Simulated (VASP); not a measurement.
SnS2, 3 atoms in the cell. The cell holds a sheet with vacuum, 3 atoms: a = 3.659 Å, b = 3.659 Å, c = 18.960 Å, α = 90.00°, β = 90.00°, γ = 120.00°. The cell was built by a generator and needn't be a form met in nature.

- Program: VASP 6.6.1
- Task: work function
- Functional: PBE
- Potentials or basis: VASP PAW PBE potentials, release 64 (S, Sn_d)
- Cutoff: 520 eV
- k mesh: 12 × 12 × 1
- Occupations: gaussian, width 0.03 eV
- Spin: no spin polarisation
- Dipole correction: yes
- Further INCAR settings: ALGO = Normal; EDIFF = 1e-06

Potentials or basis: VASP PAW PBE potentials, release 64 (S, Sn_d).

Run with:

```console
$ cat potpaw_PBE.64/S/POTCAR potpaw_PBE.64/Sn_d/POTCAR > POTCAR
$ mpirun -np 4 vasp_std > vasp.out
```

Hardware: 4 MPI ranks on Intel(R) Xeon(R) Platinum 8488C (Sapphire Rapids), with other jobs on the host.

Task: How long does it take, and how much memory?

Result: Wall time 29 s on 4 MPI ranks on Intel(R) Xeon(R) Platinum 8488C (Sapphire Rapids), with other jobs on the host, peak memory 0.36 GiB a rank. Counts: scf iterations 16, k points 19.
